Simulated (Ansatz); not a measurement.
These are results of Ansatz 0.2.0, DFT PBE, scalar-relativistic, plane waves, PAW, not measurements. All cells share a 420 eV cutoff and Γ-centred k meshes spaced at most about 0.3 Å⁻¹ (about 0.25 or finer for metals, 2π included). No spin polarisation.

All energies are static (0 K, no zero-point motion).

Problem. Order these relaxed structures of Mg5SiN2 by energy, lowest first, with the energy over the lowest of them.
A. Space group Cmcm (No. 63), orthorhombic, a = 3.716 Å, b = 11.279 Å, c = 13.588 Å. Mg on a site of symmetry m has 2 N at 2.05–2.10 Å, 1 Si at 2.59 Å, 1 Mg at 2.62 Å, 1 Mg at 2.93 Å and 1 Mg at 3.10 Å; Mg on a second site of symmetry m has 2 N at 2.07 Å, 1 N at 2.24 Å, 2 Mg at 2.76 Å, 1 Si at 2.87 Å, 1 Mg at 2.93 Å, 2 Mg at 3.14 Å and 2 Mg at 3.32 Å; Si has 4 Mg at 2.59–2.68 Å and 2 Mg at 2.87 Å; N has 4 Mg at 2.05–2.10 Å, 1 Mg at 2.24 Å and 1 Mg at 2.92 Å; 1 more site not described.
B. Space group P3m1 (No. 156), trigonal, a = 3.881 Å, c = 10.035 Å. Mg on its first site is surrounded by 1 N at 2.02 Å, 3 N at 2.57 Å and 3 Mg at 2.88 Å; Mg on its second site has 1 N at 2.07 Å and 3 Si at 2.57 Å; Si is surrounded by 6 Mg at 2.52–2.57 Å, 1 Mg at 2.88 Å and 1 Mg at 3.20 Å; around N on its first site lie 2 Mg at 2.02–2.07 Å and 3 Mg at 2.25 Å; 4 more sites not described.
C. Space group I-4m2 (No. 119), tetragonal, a = 3.953 Å, c = 16.756 Å. Mg on a site of symmetry 2mm is surrounded by 2 N at 2.41 Å, 2 Si at 2.46 Å and 5 Mg at 2.73–2.88 Å; Mg on a second site of symmetry 2mm has 2 N at 2.10 Å, 4 Mg at 2.88 Å and 2 Si at 2.92 Å; Si is surrounded by 4 Mg at 2.46 Å and 4 Mg at 2.92 Å; N has 2 Mg at 2.10 Å and 4 Mg at 2.39–2.41 Å; 1 more site not described.

Solution. A (0 meV/atom), B (78 meV/atom), C (109 meV/atom). Counting Mg or Si atoms around N (for each partner element, those within 1.25 times its shortest distance or 1.15 times the sum of covalent radii, where it is the nearest in units of that sum or under 1.3; a plus sign parts groups by distance over the sum of covalent radii; a slash parts the counts of unlike sites): A has N 5; B has N 5/7; C has N 2+4. All come from invented guesses.

Cells relaxed within their symmetry can be saddle points. Some structure types and database cells were kept out of the candidates from the start, so a known form may be missing.
